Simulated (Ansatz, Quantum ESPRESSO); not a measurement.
## Moving the pressure in PtAl2

The cell as given:

```cif
data_structure
_symmetry_space_group_name_H-M 'P 1'
_symmetry_Int_Tables_number 1
_cell_length_a 4.1790
_cell_length_b 4.1790
_cell_length_c 4.1790
_cell_angle_alpha 60.000
_cell_angle_beta 60.000
_cell_angle_gamma 60.000
_cell_volume 51.61
loop_
_atom_site_label
_atom_site_type_symbol
_atom_site_fract_x
_atom_site_fract_y
_atom_site_fract_z
_atom_site_occupancy
Pt1 Pt 0.00000 0.00000 0.00000 1
Al1 Al 0.75000 0.75000 0.75000 1
Al2 Al 0.25000 0.25000 0.25000 1
```

Kept alike: task relaxation of cell and atoms; functional PBEsol; k mesh 8 × 8 × 8; occupations fermi-dirac, width 0.05 eV; no spin polarisation. Program: Ansatz, all-electron LAPW, scalar-relativistic. The mesh is that of the run's cell of 3 atoms. No spin-orbit coupling.

| pressure, P (GPa) | volume (Å³/atom) |
| --- | --- |
| 0 | 17.086 |
| 5 | 16.522 |
| 10 | 16.046 |
| 20 | 15.259 |
| 30 | 14.633 |

The relaxations keep at least the cell's symmetry (Fm-3m). For a metal such a mesh leaves the last digits unconverged. The runs follow the start's structure, whether or not it is the stable one at these pressures. P is the pressure aimed at, which the runs meet within some hundredths to tenths of a GPa.

Task: What does the pressure change here?

Result: The volume falls from 17.086 to 14.633 Å³/atom between 0 and 30 GPa. The volume falls ever more slowly, since the solid stiffens under load. At the pressures aimed at, which the runs meet within some tenths of a GPa, the step from 0 to 5 GPa gives a mean bulk modulus near 149 GPa, the last step 239 GPa. A twin series (Quantum ESPRESSO, GBRV 1.5 PBEsol) moves it by -2.4417 between 0 and 30, against -2.4530 Å³/atom here.
